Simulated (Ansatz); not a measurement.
Crystal: MnO2.

```
Mn O
1.0
     1.42843    0.82471    4.58393
    -1.42843    0.82471    4.58393
     0.00000   -1.64941    4.58393
Mn O
1 2
Direct
  0.00000 0.00000 0.00000
  0.73564 0.73564 0.73564
  0.26436 0.26436 0.26436
```

Measurements of this composition are mostly on another form, of space group No. 136.

Alike in all runs: program Ansatz 0.2.0; functional PBEsol; potentials or basis Ansatz PAW; cutoff 420 eV (not typed: the program's choice for these potentials); k mesh 11 × 11 × 11; occupations fermi-dirac, width 0.05 eV.

The same cell was started in several ways:

```tsv
start	free energy over the lowest (meV/atom)	net moment (μB)	site or absolute moments (μB)	gap
collinear spin, ferromagnetic start of up to 4 μB	0.0	3.00	Mn +2.49; O +0.05	0.77 eV
collinear spin, ferromagnetic start of up to 5.5 μB	0.0	3.00	Mn +2.49; O +0.05	0.77 eV
no spin polarisation	361.6	-	-	none (metal or under the smearing width)
collinear spin, random start of up to 2.09 μB	0.0	-3.00	Mn -2.49; O -0.05	0.77 eV
```

Allowing spin polarisation gains 362 meV/atom. A still lower state may exist.

Caveats: odd divisions of the mesh miss points on the zone boundary, where band edges often lie, so the gap on the mesh can be too wide (some runs); a cell with one magnetic atom can't hold antiferromagnetic order, which such compounds often take (some runs); an odd number of electrons without spin polarisation forces a metal (some runs); a magnetic or distorted state may lie lower (some runs); semilocal functionals often make such compounds metallic where correlation or magnetic order opens a gap, which also shifts bond lengths (some runs).
